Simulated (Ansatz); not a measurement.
Crystal: MgB2.

```
Mg B
1.0
     3.08500    0.00000    0.00000
    -1.54250    2.67169    0.00000
     0.00000    0.00000    3.52300
Mg B
1 2
Direct
  0.00000 0.00000 0.00000
  0.66667 0.33333 0.50000
  0.33333 0.66667 0.50000
```

* Program: Ansatz 0.2.0
* Task: relaxation of cell and atoms
* Functional: PBEsol
* Potentials or basis: all-electron LAPW, scalar-relativistic
* Basis error allowed: 0.002 eV/atom
* k mesh: 10 × 10 × 8
* Occupations: fermi-dirac, width 0.05 eV
* Spin: no spin polarisation

At the start: volume 9.68 Å³/atom.

Q: How do energy, volume and symmetry change on relaxing?

A: Over 4 steps the energy falls by 2.1 meV/atom and the volume is 9.47 Å³/atom (-2.2 %); space group P6/mmm (No. 191, to 0.05 Å).

Step by step:
| step | energy change (eV) | largest force (eV/Å) | volume (Å³) |
| --- | --- | --- | --- |
| 1 | 0.0000 | 0.0000 | 29.04 |
| 2 | -0.0056 | 0.0000 | 28.60 |
| 3 | -0.0062 | 0.0000 | 28.40 |
| 4 | -0.0062 | 0.0000 | 28.40 |

Final structure:
```yaml
crystal:
  lattice:
    - [3.06839, 0.00000, 0.00000]
    - [-1.53419, 2.65730, 0.00000]
    - [0.00000, 0.00000, 3.48316]
  atoms:
    - { symbol: Mg, position: [0.00000, 0.00000, 0.00000] }
    - { symbol: B, position: [0.66667, 0.33333, 0.50000] }
    - { symbol: B, position: [0.33333, 0.66667, 0.50000] }
```
